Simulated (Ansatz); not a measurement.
**LiF (Griceite) in Ansatz: the effect of functional**

Crystal: LiF (Griceite).

```
CELL_PARAMETERS angstrom
0.00000 2.01400 2.01400
2.01400 0.00000 2.01400
2.01400 2.01400 0.00000
ATOMIC_POSITIONS crystal
F 0.50000 0.50000 0.50000
Li 0.00000 0.00000 0.00000
```

Alike in all runs:

| Item | Value |
| --- | --- |
| Program | Ansatz 0.2.0 |
| Task | single point |
| Potentials or basis | all-electron PAW datasets made for the crystal |
| k mesh | 8 × 8 × 8 |
| Occupations | fermi-dirac, width 0.05 eV |
| Spin | no spin polarisation |

| functional | cutoff | gap on the mesh (eV) | pressure (GPa) |
| --- | --- | --- | --- |
| PBEsol | 380 eV (chosen from the basis error) | 8.90 | -1.2 |
| HSE06 | 430 eV (chosen from the basis error) | 11.37 | -1.0 |
| PBE0 | 430 eV (chosen from the basis error) | ? | ? |

Task: What does the run with functional PBE0 give?

Result: gap on the mesh 12.13 eV; pressure -1.2 GPa.

A k mesh can miss the band edges.

The runs don't all hold the same shells in valence.
